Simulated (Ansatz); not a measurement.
**Stress against strain in AlN**

```
CELL_PARAMETERS angstrom
3.11100 0.00000 0.00000
-1.55550 2.69421 0.00000
0.00000 0.00000 4.97800
ATOMIC_POSITIONS crystal
Al 0.33333 0.66667 0.00000
Al 0.66667 0.33333 0.50000
N 0.33333 0.66667 0.38500
N 0.66667 0.33333 0.88500
```

Atom numbers follow the list: Al1, Al2, N3, N4.

The cell is COD entry 9008860, as deposited and not checked against the literature; nothing was relaxed.

Computed with DFT, PBEsol, all-electron LAPW, scalar-relativistic (Ansatz 0.2.0).

The runs use a Γ-centred 11×11×6 k mesh, Fermi–Dirac smearing of 0.02 eV, basis error target 1 meV/atom, no spin polarisation.

The strain is applied along the Cartesian axes of the cell as listed (the other components stay zero). Fractional coordinates are held (clamped ions).

σ is the change of stress from the unstrained cell, which is at 0.42 GPa; tension is positive, so slopes are stress–strain coefficients at that pressure.

Only quantities that a quadratic follows smoothly over the whole series are listed; rougher ones are left out.

```
    εzz  σzz (GPa)  σxx (GPa)
-0.0300     -14.37      -2.23
-0.0200      -9.20      -1.44
 0.0000       0.00       0.00
 0.0100       4.09       0.66
 0.0200       7.86       1.28
 0.0300      11.34       1.86
```

Fit the series and read off the stiffness at zero strain.

Least-squares fits y = p0 + p1 x + p2 x² to the rows give σzz (GPa): p1 = 428, p2 = -1700; σxx (GPa): p1 = 68.1, p2 = -210. So C33 = 428 GPa and C13 = 68 GPa, for these axes.

One run, at εzz = -0.0100, is withheld. Predict its row.

The fits give -4.45, -0.70; the run gave -4.42, -0.70.
